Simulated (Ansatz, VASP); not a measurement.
**One calculation of C, two programs**

Contents of INCAR:

```
PREC = Accurate
ENCUT = 520
EDIFF = 1E-6
ISMEAR = 0
SIGMA = 0.02
LREAL = False
LASPH = True
NELM = 100
ALGO = Normal
ISIF = 2
LWAVE = False
LCHARG = False
GGA = PE
NBANDS = 11
```

The input KPOINTS:

```
Automatic mesh
0
Gamma
  12 12 12
```

Contents of POSCAR:

```
C
1.0
    0.0000000000      1.7857368633      1.7857368633
    1.7857368633      0.0000000000      1.7857368633
    1.7857368633      1.7857368633      0.0000000000
C
2
Direct
    0.0000000000      0.0000000000      0.0000000000
    0.2500000000      0.2500000000      0.2500000000
```

Input for Ansatz:

```yaml
crystal:
  lattice:
    - [0.0, 1.7857368633, 1.7857368633]
    - [1.7857368633, 0.0, 1.7857368633]
    - [1.7857368633, 1.7857368633, 0.0]
  atoms:
    - { symbol: C, position: [0.0, 0.0, 0.0] }
    - { symbol: C, position: [0.25, 0.25, 0.25] }
basis:
  ecutwfc: 420
kpoints:
  mp_grid: { grid: [12, 12, 12] }
hamiltonian:
  xc: pbe
scf:
  occupations: { method: gaussian, width: 0.02 }
output:
  forces: false
  stress: false
  eigenvalues: true
  eigenstates:
    kpoints:
      - [0.0, 0.0, 0.0]
      - [0.0, 0.005684177, 0.005684177]
      - [0.0, -0.005684177, -0.005684177]
      - [0.005684177, 0.0, 0.005684177]
      - [-0.005684177, 0.0, -0.005684177]
      - [0.005684177, 0.005684177, 0.0]
      - [-0.005684177, -0.005684177, 0.0]
      - [0.00401932, 0.00401932, 0.00803864]
      - [-0.00401932, -0.00401932, -0.00803864]
      - [0.00401932, 0.00803864, 0.00401932]
      - [-0.00401932, -0.00803864, -0.00401932]
      - [0.00803864, 0.00401932, 0.00401932]
      - [-0.00803864, -0.00401932, -0.00401932]
      - [0.006563522, 0.006563522, 0.006563522]
      - [-0.006563522, -0.006563522, -0.006563522]
      - [0.0, 0.363281, 0.363281]
      - [0.0, 0.368965177, 0.368965177]
      - [0.0, 0.357596823, 0.357596823]
      - [0.005684177, 0.363281, 0.368965177]
      - [-0.005684177, 0.363281, 0.357596823]
      - [0.005684177, 0.368965177, 0.363281]
      - [-0.005684177, 0.357596823, 0.363281]
      - [0.00401932, 0.36730032, 0.37131964]
      - [-0.00401932, 0.35926168, 0.35524236]
      - [0.00401932, 0.37131964, 0.36730032]
      - [-0.00401932, 0.35524236, 0.35926168]
      - [0.00803864, 0.36730032, 0.36730032]
      - [-0.00803864, 0.35926168, 0.35926168]
      - [0.006563522, 0.369844522, 0.369844522]
      - [-0.006563522, 0.356717478, 0.356717478]
    e_range: [-5.626894, 5.626894]
checkpoint:
  read: start.run
  write: ck
  compress: false
  write_wavefunctions: false
  write_every: 100000
```

This isn't the form of C at room conditions, which is graphite.

Alike in both runs: task single point; functional PBE; k mesh 12 × 12 × 12; occupations gaussian, width 0.02 eV; no spin polarisation.

|  | VASP | Ansatz |
| --- | --- | --- |
| version | VASP 6.6.1 | Ansatz 0.2.0 |
| potentials or method | VASP PAW PBE potentials, release 64 (C) | scalar-relativistic, plane waves, PAW |
| plane-wave cutoff (eV) | 520 | 420 |
| valence electrons in the cell | 8 | 8 |

```tsv
	VASP	Ansatz	Ansatz less VASP
gap on the k mesh at the Fermi level (eV)	4.14	4.15	+0.007
least direct gap on the mesh (eV)	5.58	5.58	+0.004
```
